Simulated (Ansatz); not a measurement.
# Structures of Si₂S: which is lowest?

Plane-wave DFT in Ansatz with scalar-relativistic PAW potentials, cutoff 420 eV, Γ-centred meshes chosen by cell and gap, Gaussian smearing with energies taken to zero width. Every cell was relaxed (cell and atoms) in a run of its own, within the symmetry of its start. Functional: PBE.

Relaxed structures (starts from databases or built by putting these elements on another compound's sites):
A. I4/mmm, 3 atoms in the computed cell, a = 3.193 Å, c = 9.047 Å; sites (symmetry × multiplicity) Si 4mm × 4, S 4/mmm × 2; start: built
B. P6_3/mmc, 6 atoms in the computed cell, a = 3.424 Å, c = 9.619 Å; sites (symmetry × multiplicity) Si 3m. × 4, S -6m2 × 2; start: built

Rank them by energy. Could pressure change the order?

| structure | group | E − E(lowest) (meV/atom) | V (Å³/atom) | gap on mesh (eV) |
| --- | --- | --- | --- | --- |
| B | P6_3/mmc | 0.0 | 16.27 | 0.00 |
| A | I4/mmm | 225 | 15.37 | 0.00 |

B is lowest, 225 meV/atom under A. A is denser by 0.91 Å³/atom, so pressure favours it: ΔE/ΔV, with ΔE in eV and 1 eV/Å³ = 160.2 GPa, gives about 40 GPa for equal enthalpy if both cells were rigid; at such pressures compression changes ΔV much, so this is a scale only. Other structures may lie lower than all of these, and vibrations aren't counted.

Spin polarisation was left out, and a magnetic state may lie lower.